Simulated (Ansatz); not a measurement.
**Si/GaP/NiSi2: a contact from a semiconductor to a metal**

Wanted: barrier heights, local density of states and T(E) for Si/GaP/NiSi2. The semiconductor is Si diamond(111), undoped, with its far face capped by hydrogen, and the metal is NiSi2 fluorite(111) turned by 180 degrees (type B), with GaP zinc blende(111) between them (whole bilayers). After relaxation the nearest pair at the metal is Si–Ga at 2.45 Å, along the normal. The common net has a side of 3.868 Å, which strains the semiconductor by +0.0 %, the layer between by -0.7 % and the metal by +0.7 %, against typed lattice constants near PBE's. The first steps treat the bulk crystals alone.

Method: PBE DFT, plane waves, PAW files, in the first sound run; inputs show where later runs differ, in Ansatz 0.2.0.

Report form: the programs' logs are mostly left out.

**1. Set-up**

The structure is cubic, space group Fd-3m (No. 227). Conventional cell: a = 5.470 Å, b = 5.470 Å, c = 5.470 Å, α = 90.00°, β = 90.00°, γ = 90.00°. Nearest to Si lie 4 Si at 2.37 Å.

**2. The strained electrode, 6 atoms**

The electrode is held to the junction's net and relaxed along the normal; its spacing is used for the ideal lead layers.

input.yaml reads:

```yaml
crystal:
  lattice:
    - [3.868, 0.0, 0.0]
    - [-1.934, 3.3497862618, 0.0]
    - [0.0, 0.0, 9.474102032]
  atoms:
    - { symbol: Si, position: [0.0, 0.0, 0.0] }
    - { symbol: Si, position: [0.0, 0.0, 0.25] }
    - { symbol: Si, position: [0.3333333333, 0.6666666667, 0.3333333333] }
    - { symbol: Si, position: [0.3333333333, 0.6666666667, 0.5833333333] }
    - { symbol: Si, position: [0.6666666667, 0.3333333333, 0.6666666667] }
    - { symbol: Si, position: [0.6666666667, 0.3333333333, 0.9166666667] }
kpoints:
  mp_grid: { grid: [12, 12, 3] }
scf:
  occupations: { method: fermi_dirac, width: 0.1 }
  max_iter: 150
hamiltonian:
  xc: pbe
relax:
  f_tol: 0.01
  max_steps: 40
  cell: { fix: [a, b, angles] }
```

Command:

```bash
ansatz run input.yaml --threads 8 --pin off --max-ram 24576MiB --backend cpu --events-out ev --progress --plain --runs-dir out
```

The job ended after 2.4 s (8 threads of Arm Neoverse V2, shared host; peak memory 0.51 GiB; 13 s of CPU time).

Little changed from the start: no atom moved by 0.005 Å and no cell edge by 0.1 %.

Numbers from this step:

- free energy: -3814.8612 eV
- Fermi energy: 6.322 eV
- pressure: 0.002930 GPa

**3. Layer spacing of the electrode, 9 atoms**

System of this step: Si2Ni (NiSi2). The structure is trigonal, space group R-3m (No. 166). Conventional cell: a = 3.868 Å, b = 3.868 Å, c = 9.356 Å, α = 90.00°, β = 90.00°, γ = 120.00°. Nearest to Si lie 4 Ni at 2.34 to 2.37 Å. Ni has 8 Si at 2.34 to 2.37 Å nearest. Farther neighbours are not listed.

input.yaml, the sections that differ from step 2:

```yaml
crystal:
  lattice:
    - [3.868, 0.0, 0.0]
    - [-1.934, 3.3497862618, 0.0]
    - [0.0, 0.0, 9.3563225771]
  atoms:
    - { symbol: Si, position: [0.0, 0.0, 0.0] }
    - { symbol: Ni, position: [0.6666666667, 0.3333333333, 0.0833333333] }
    - { symbol: Si, position: [0.3333333333, 0.6666666667, 0.1666666667] }
    - { symbol: Si, position: [0.6666666667, 0.3333333333, 0.3333333333] }
    - { symbol: Ni, position: [0.3333333333, 0.6666666667, 0.4166666667] }
    - { symbol: Si, position: [0.0, 0.0, 0.5] }
    - { symbol: Si, position: [0.3333333333, 0.6666666667, 0.6666666667] }
    - { symbol: Ni, position: [0.0, 0.0, 0.75] }
    - { symbol: Si, position: [0.6666666667, 0.3333333333, 0.8333333333] }
# kpoints, scf, hamiltonian, relax: as in step 2
```

The job ended after 12 s (8 threads; peak memory 0.73 GiB).

This run has no spin polarisation, although Ni can carry a moment.

Step by step:

| step | energy less that of the first step (eV) | largest force component (eV/Å) | pressure (GPa) | volume (Å³) |
| --- | --- | --- | --- | --- |
| 1 | 0.0000 | 0.0671 | -0.19 | 121.23 |
| 2 | -0.0061 | 0.0402 | -0.86 | 121.79 |
| 3 | -0.0081 | 0.0082 | -1.45 | 122.30 |
| 4 | -0.0081 | 0.0028 | -1.46 | 122.31 |
| 5* | -0.0084 | 0.0028 | -1.46 | 122.31 |

Relaxation steps marked * repeat the geometry before them on a plane-wave basis chosen anew for their cell, so energy and pressure can jump there.

The run keeps the 36 symmetry operations that it works with, so distortions that break them were not tested.

| conventional cell, symmetrised | before | after | change |
| --- | --- | --- | --- |
| a (Å) | 3.868 | 3.868 | -0.0 % |
| b (Å) | 3.868 | 3.868 | -0.0 % |
| c (Å) | 9.356 | 9.440 | +0.9 % |
| volume (Å³/atom) | 13.47 | 13.59 | +0.9 % |

Numbers from this step:

* free energy: -21337.2368 eV
* Fermi energy: 12.68 eV
* pressure: -1.461 GPa

The relaxation ends with a largest force component of 0.0028 eV/Å.

**4. Relaxation**

System of this step: Si/GaP/NiSi2. The cell holds 18 atoms: 9 Si, 3 P, 3 Ga, 2 Ni and 1 H. Its edges and angles: a = 3.868 Å, b = 3.868 Å, c = 38.808 Å, α = 90.0°, β = 90.0°, γ = 120.0°. Vacuum lies along c.

The bonds at the contact set its dipole, and with it the barrier heights, so the interface is relaxed first in a short slab. The dipole correction removes the field between the unlike outer faces.

input.yaml reads:

```yaml
crystal:
  lattice:
    - [3.868, 0.0, 0.0]
    - [-1.934, 3.3497862618, 0.0]
    - [0.0, 0.0, 38.8079553797]
  atoms:
    - { symbol: Si, position: [0.0, 0.0, 0.2061433003] }
    - { symbol: Si, position: [0.33333333, 0.66666667, 0.2264872863] }
    - { symbol: Si, position: [0.33333333, 0.66666667, 0.2875192445] }
    - { symbol: Si, position: [0.66666667, 0.33333333, 0.3078632305] }
    - { symbol: Si, position: [0.66666667, 0.33333333, 0.3688951887] }
    - { symbol: Si, position: [0.0, 0.0, 0.3892391747] }
    - { symbol: P, position: [0.0, 0.0, 0.4467016197] }
    - { symbol: Ga, position: [0.33333333, 0.66666667, 0.4672985166] }
    - { symbol: P, position: [0.33333333, 0.66666667, 0.5290892074] }
    - { symbol: Ga, position: [0.66666667, 0.33333333, 0.5496861043] }
    - { symbol: P, position: [0.66666667, 0.33333333, 0.6114767952] }
    - { symbol: Ga, position: [0.0, 0.0, 0.6320736921] }
    - { symbol: Si, position: [0.0, 0.0, 0.6934013239] }
    - { symbol: Ni, position: [0.66666667, 0.33333333, 0.7134923991] }
    - { symbol: Si, position: [0.33333333, 0.66666667, 0.7335834742] }
    - { symbol: Si, position: [0.66666667, 0.33333333, 0.7737656245] }
    - { symbol: Ni, position: [0.33333333, 0.66666667, 0.7938566997] }
    - { symbol: H, position: [0.0, 0.0, 0.1674914315] }
kpoints:
  mp_grid: { grid: [8, 8, 1] }
scf:
  occupations: { method: fermi_dirac, width: 0.1 }
  max_iter: 150
hamiltonian:
  xc: pbe
efield:
  axis: 3
  dipole_correction: true
relax:
  f_tol: 0.04
  max_steps: 60
output:
  forces: true
```

The job ended after 30 s (8 threads; peak memory 1.9 GiB).

Step by step:

| step | energy less that of the first step (eV) | largest force component (eV/Å) |
| --- | --- | --- |
| 1 | 0.0000 | 1.1138 |
| 2 | -0.1780 | 0.5868 |
| 3 | -0.2325 | 0.1437 |
| 4 | -0.2185 | 0.2613 |
| 5 | -0.2361 | 0.0112 |

Relaxation step 4 was tried and not accepted.

Forces are held to the 6 operations that the run works with; a distortion that breaks them can't arise in this run.

The atoms that moved most (Å):

| atom | dx | dy | dz | length |
| --- | --- | --- | --- | --- |
| Ni17 | 0.000 | 0.000 | -0.136 | 0.136 |
| Ni14 | 0.000 | 0.000 | 0.131 | 0.131 |
| Si16 | 0.000 | 0.000 | 0.131 | 0.131 |
| Si13 | 0.000 | 0.000 | 0.076 | 0.076 |
| Si6 | 0.000 | 0.000 | -0.062 | 0.062 |
| Si15 | 0.000 | 0.000 | -0.059 | 0.059 |
| Si5 | 0.000 | 0.000 | -0.035 | 0.035 |
| P11 | 0.000 | 0.000 | -0.032 | 0.032 |

Final coordinates:

```cif
data_structure
_symmetry_space_group_name_H-M 'P 1'
_symmetry_Int_Tables_number 1
_cell_length_a 3.8680
_cell_length_b 3.8680
_cell_length_c 38.8080
_cell_angle_alpha 90.000
_cell_angle_beta 90.000
_cell_angle_gamma 120.000
_cell_volume 502.83
loop_
_atom_site_label
_atom_site_type_symbol
_atom_site_fract_x
_atom_site_fract_y
_atom_site_fract_z
_atom_site_occupancy
Si1 Si 0.00000 0.00000 0.20669 1
Si2 Si 0.33333 0.66667 0.22619 1
Si3 Si 0.33333 0.66667 0.28710 1
Si4 Si 0.66667 0.33333 0.30705 1
Si5 Si 0.66667 0.33333 0.36800 1
Si6 Si 0.00000 0.00000 0.38765 1
P7 P 0.00000 0.00000 0.44642 1
Ga8 Ga 0.33333 0.66667 0.46795 1
P9 P 0.33333 0.66667 0.52848 1
Ga10 Ga 0.66667 0.33333 0.55002 1
P11 P 0.66667 0.33333 0.61065 1
Ga12 Ga 0.00000 0.00000 0.63221 1
Si13 Si 0.00000 0.00000 0.69535 1
Ni14 Ni 0.66667 0.33333 0.71686 1
Si15 Si 0.33333 0.66667 0.73207 1
Si16 Si 0.66667 0.33333 0.77714 1
Ni17 Ni 0.33333 0.66667 0.79034 1
H18 H 0.00000 0.00000 0.16791 1
```

This step gave:

| Item | Value |
| --- | --- |
| free energy | -31036.0705 eV |
| Fermi energy | 3.608 eV |

The largest force component on a free atom ends at 0.011 eV/Å. At one or more of this run's solves the program warned of density in the dipole ramp over its bound, where dipole, forces and levels can be off.

**5. The contact's transmission, atomic planes in the barrier 4, gap between the electrodes 8.75 Å**

This step: PBE DFT, plane waves, PAW files; ballistic transmission by layer matching between semi-infinite leads (Ansatz 0.2.0).

System of this step: Si/GaP/NiSi2. The cell holds 51 atoms: 37 Si, 2 P, 2 Ga, 9 Ni and 1 H. Cell: a = 3.868 Å, b = 3.868 Å, c = 93.245 Å, α = 90.0°, β = 90.0°, γ = 120.0°. Regions: left electrode, 20 atoms (20 Si); barrier, 4 atoms (2 P and 2 Ga); right electrode, 26 atoms (17 Si and 9 Ni). Vacuum lies along c.

The semiconductor is one lead and the metal the other. The lead's open channels mark its band edges against the Fermi level.

input.yaml reads:

```yaml
crystal:
  lattice:
    - [3.868, 0.0, 0.0]
    - [-1.934, 3.3497862618, 0.0]
    - [0.0, 0.0, 93.2447603786]
  atoms:
    - { symbol: Si, position: [0.66666667, 0.33333333, 0.1662291794] }
    - { symbol: Si, position: [0.0, 0.0, 0.1746962343] }
    - { symbol: Si, position: [0.0, 0.0, 0.2000973989] }
    - { symbol: Si, position: [0.33333333, 0.66666667, 0.2085644537] }
    - { symbol: Si, position: [0.33333333, 0.66666667, 0.2339656184] }
    - { symbol: Si, position: [0.66666667, 0.33333333, 0.2424326732] }
    - { symbol: Si, position: [0.66666667, 0.33333333, 0.2678338379] }
    - { symbol: Si, position: [0.0, 0.0, 0.2763008927] }
[... 39 atom lines left out ...]
    - { symbol: Si, position: [0.66666667, 0.33333333, 0.8245600764] }
    - { symbol: Si, position: [0.0, 0.0, 0.8414090301] }
    - { symbol: Ni, position: [0.66666667, 0.33333333, 0.8498575154] }
    - { symbol: H, position: [0.66666667, 0.33333333, 0.1501424846] }
kpoints:
  mp_grid: { grid: [8, 8, 1] }
scf:
  occupations: { method: fermi_dirac, width: 0.1 }
  max_iter: 150
hamiltonian:
  xc: pbe
efield:
  axis: 3
  dipole_correction: true
output:
  transmission:
    kmesh: [12, 12]
    e_range: [-2.5, 2.5]
    de: 0.05
    leads: [[8, 10], [36, 39]]
  dos: { projected: true, e_range: [-6, 5], de: 0.05 }
  write_potential: true
  write_density: true
  volumetric_format: npy
  elf: true
```

The job ended after 3.8 min (8 threads; peak memory 9.9 GiB; 27 min of CPU time).

This step gave:

```
free energy                                         : -85184.7877 eV
Fermi energy                                        : 5.190 eV
level to which the leads are filled                 : 0 eV from the Fermi level
transmission at the Fermi level (a spin, zone mean) : 0
channels of the lower lead                          : 0
channels of the upper lead                          : 1.076
potential step in the lower lead                    : 29.6 meV
potential step in the upper lead                    : 8 meV
work function, upper face                           : 4.060 eV
work function, lower face                           : 4.243 eV
dipole moment                                       : 0.01313 e·Å
dipole field                                        : 0.001967 V/Å
```

One spin. The transmission, zone mean by energy, zero at the Fermi level:

| energy (eV) | transmission, zone mean |
| --- | --- |
| -2.400 | 0.659 |
| -2.200 | 0.645 |
| -2.000 | 0.498 |
| -1.800 | 0.338 |
| -1.600 | 0.202 |
| -1.400 | 0.127 |
| -1.200 | 0.0787 |
| -1.000 | 0.0512 |
| -0.800 | 0.0146 |
| -0.600 | 0.00435 |
| -0.400 | 0 |
| -0.200 | 0 |
| 0.000 | 0 |
| 0.200 | 1.6e-4 |
| 0.400 | 0.00707 |
| 0.600 | 0.00795 |
| 0.800 | 0.0331 |
| 1.000 | 0.100 |
| 1.200 | 0.182 |
| 1.400 | 0.351 |
| 1.500 | 0.399 |
| 1.600 | 0.380 |
| 1.800 | 0.288 |
| 2.000 | 0.491 |
| 2.200 | 0.778 |
| 2.400 | 0.747 |

One spin. The open channels, zone mean by energy, zero at the Fermi level:

| energy (eV) | lower lead | upper lead |
| --- | --- | --- |
| -2.50 | 1.72 | 1.67 |
| -2.35 | 1.63 | 1.67 |
| -2.25 | 1.55 | 1.76 |
| -2.10 | 1.51 | 1.80 |
| -1.95 | 1.38 | 1.84 |
| -1.80 | 1.34 | 1.84 |
| -1.70 | 1.22 | 1.92 |
| -1.55 | 0.938 | 1.67 |
| -1.40 | 0.771 | 1.51 |
| -1.30 | 0.604 | 1.40 |
| -1.15 | 0.562 | 1.40 |
| -1.00 | 0.354 | 1.02 |
| -0.90 | 0.312 | 1.02 |
| -0.75 | 0.146 | 0.979 |
| -0.60 | 0.146 | 0.854 |
| -0.45 | 0.0208 | 0.681 |
| -0.35 | 0 | 0.701 |
| -0.20 | 0 | 0.993 |
| -0.05 | 0 | 1.03 |
| 0.00 | 0 | 1.08 |
| 0.05 | 0 | 1.16 |
| 0.20 | 0.0417 | 1.16 |
| 0.35 | 0.125 | 1.41 |
| 0.45 | 0.208 | 1.37 |
| 0.60 | 0.333 | 1.59 |
| 0.75 | 0.5 | 1.76 |
| 0.90 | 0.75 | 1.92 |
| 1.00 | 0.833 | 2.01 |
| 1.15 | 1.03 | 2.01 |
| 1.30 | 1.36 | 1.67 |
| 1.40 | 1.36 | 1.59 |
| 1.55 | 1.74 | 1.07 |
| 1.70 | 1.99 | 0.681 |
| 1.80 | 2.11 | 0.562 |
| 1.95 | 2.15 | 0.993 |
| 2.10 | 2.28 | 2.53 |
| 2.25 | 2.03 | 2.95 |
| 2.35 | 1.78 | 2.92 |
| 2.50 | 1.83 | 2.92 |

Projected DOS an atom over height of the atomic layer and energy from the Fermi level. Layers: H Si Si Si Si Si Si Si Si Si Si Si Si Si Si Si Si Si Si Si Si P Ga P Ga Si Ni Si Si Ni Si Si Ni Si Si Ni Si Si Ni Si Si Ni Si Si Ni Si Si Ni Si Si Ni; projections on atoms miss part of the total, and the computed bands can run out at the top of the range; a column is the mean of 4 neighbouring layers, the last of those left over.

Ten even steps from '0' (0.00 states/eV) to '9' (2.78 states/eV), each cell a mean:
```
0000000000000
0000000000000
1111111111101
2222111111111
1112211111111
1111111111111
1222221001112
0111111111111
0000100111111
0000000111111
0000000000001
0000001000002
0000001111114
1221112121128
1222222232234
2222225353253
1222224595581
1222222242252
2111112232231
0000122343341
0000001121220
0000000111110
```
Columns: height of the atomic layer (Å) from 16.1 to 78.2 (not evenly spaced); rows upwards: energy from the Fermi level (eV) from -6 to 5.

Valence density in the ca plane at fractional y = 0.333, with atoms of Si and Ga and Ni and H within 0.2 Å of it. It is the smooth field of the valence electrons, not physical close to the nuclei.

Values in e/Å³, 6 rows by 16 columns, each cell a mean:
```
 0  0  0  0  0  1  0  0  0  0  0  0  0  0  1  0
 0  0  0  0  1 14  0  0  0  0  0  0  0  0 18  4
 0  0  0  0  1  8  0  0  0  0  0  0  0  0 10  2
 0  0  0  0  0  0  0  0  0  0  0  0  0  0  0  0
 0  0  0  0  0  0  0  0  0  0  0  0  0  0  0  0
 0  0  0  0  0  0  0  0  0  0  0  0  0  0  0  0
```
Columns run along c (16.0 Å, from fractional 0.49 to 0.66 of the cell), rows up along a (3.9 Å). Atoms in or near the plane, at fractional coordinates: Ga at (0.55, 0.67), Si at (0.57, 0.67), Si at (0.62, 0.67), Ni at (0.65, 0.67).

ELF in the ca plane at fractional y = 0.333, with atoms of Si and Ga and Ni and H within 0.2 Å of it. It is the smooth field of the valence electrons, not physical close to the nuclei.

Values, 6 rows by 16 columns, each cell a mean:
```
0.78 0.23 0.22 0.31 0.10 0.28 0.34 0.29 0.61 0.64 0.49 0.18 0.32 0.63 0.55 0.36
0.45 0.19 0.03 0.04 0.02 0.15 0.15 0.21 0.79 0.36 0.34 0.04 0.19 0.41 0.51 0.35
0.55 0.19 0.05 0.08 0.03 0.17 0.17 0.23 0.78 0.42 0.40 0.06 0.22 0.49 0.52 0.34
0.79 0.25 0.34 0.43 0.15 0.36 0.47 0.29 0.48 0.63 0.49 0.28 0.39 0.59 0.51 0.40
0.61 0.32 0.64 0.64 0.27 0.50 0.66 0.20 0.13 0.34 0.49 0.57 0.56 0.34 0.30 0.46
0.68 0.31 0.59 0.62 0.25 0.48 0.65 0.22 0.19 0.41 0.49 0.51 0.52 0.39 0.34 0.47
```
Columns run along c (16.0 Å, from fractional 0.47 to 0.65 of the cell), rows up along a (3.9 Å). Atoms in or near the plane, at fractional coordinates: Ga at (0.55, 0.67), Si at (0.57, 0.67), Si at (0.62, 0.67).

Electrostatic potential energy in the ca plane at fractional y = 0.333, with atoms of Si and Ga and Ni and H within 0.2 Å of it. With pseudopotentials it is smooth inside the atoms' cores, unlike the true potential.

Ten even steps from '0' (-48 eV) to '9' (8 eV), each cell a mean:
```
99998888999888899999999999999998889999888999
99997424788533689999999999999975567986335899
99984000587100279999999999999855556873001699
99984000587100279999999999999855556872001699
99986313788422589999999999999875557986225899
99998778999877899999999999999987789998778999
99999999999999999999999999999999999999999999
99988999999999889999988889999999999999999888
99988999999999889999988889999999999999999888
99999999999999999999999999999999999999999999
```
Columns run along c (16.0 Å, from fractional 0.42 to 0.59 of the cell; values clipped at the 3rd and 97th percentile), rows up along a (3.9 Å). Atoms in or near the plane, at fractional coordinates: Si at (0.45, 0.67), Si at (0.47, 0.67), Ga at (0.55, 0.67), Si at (0.57, 0.67).

The semiconductor's channels close between -0.45 and +0.20 eV. In the worse lead the potential repeats within 30 meV, which the program flags as too much for a lead, so the lead is short or a field runs through it.

[end of part 1 of 2]

[Logs are printed without paths, hosts, clocks, repeated set-up lines and the standing remarks that a program may print on its own settings, such as how far it seeks lower states.]

[Hosts, paths, dates, database ids (printed as entryN), source tags and the programs' standing remarks are cut or masked in the printed files.]
